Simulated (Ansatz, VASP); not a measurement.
## Zn in VASP and in Ansatz

INCAR

```
ALGO = Normal
EDIFF = 1E-8
ENCUT = 520
GGA = PE
ISIF = 2
ISMEAR = -1
LASPH = True
LCHARG = False
LEFG = True
LREAL = False
LWAVE = False
NBANDS = 19
NELM = 80
PREC = Accurate
SIGMA = 0.05
```

File KPOINTS:

```
k-points
0
Gamma
  11 11 11
```

The input POSCAR:

```
Zn
1.0
    0.0000000000      2.8844536383      2.8844536383
    2.8844536383      0.0000000000      2.8844536383
    2.8844536383      2.8844536383      0.0000000000
Zn
2
Direct
    0.0000000000      0.0000000000      0.0000000000
    0.2500000000      0.2500000000      0.2500000000
```

Input for Ansatz:

```yaml
crystal:
  lattice:
    - [0.0, 2.8844536383, 2.8844536383]
    - [2.8844536383, 0.0, 2.8844536383]
    - [2.8844536383, 2.8844536383, 0.0]
  atoms:
    - { symbol: Zn, position: [0.0, 0.0, 0.0] }
    - { symbol: Zn, position: [0.25, 0.25, 0.25] }
kpoints:
  mp_grid: { grid: [11, 11, 11] }
scf:
  occupations: { method: fermi_dirac, width: 0.05 }
hamiltonian:
  xc: pbe
  pseudopotentials: { kind: paw }
output:
  forces: true
  stress: true
  eigenvalues: true
  efg: { contact_densities: true }
```

Change from the starting cell: volume scaled by 0.975, PAW files.

Alike in both runs: task electric field gradients; functional PBE; k mesh 11 × 11 × 11; occupations fermi-dirac, width 0.05 eV; no spin polarisation.

|  | VASP | Ansatz |
| --- | --- | --- |
| version | VASP 6.6.1 | Ansatz 0.2.0 |
| potentials or method | VASP PAW PBE potentials, release 64 (Zn) | PAW with Ansatz's default frozen-core files, scalar-relativistic |
| plane-wave cutoff (eV) | 520 | 420 |
| valence electrons in the cell | 24 | 24 |

VASP gave:

| Quantity | Value |
| --- | --- |
| pressure (GPa) | 0.9 |
| Vzz of the field gradient on the site that differs most (V/Å²) | 0.0 |

Q: What did Ansatz give for the same quantities?

A: Pressure (GPa): 0.7; Vzz of the field gradient on the site that differs most (V/Å²): 0.0.
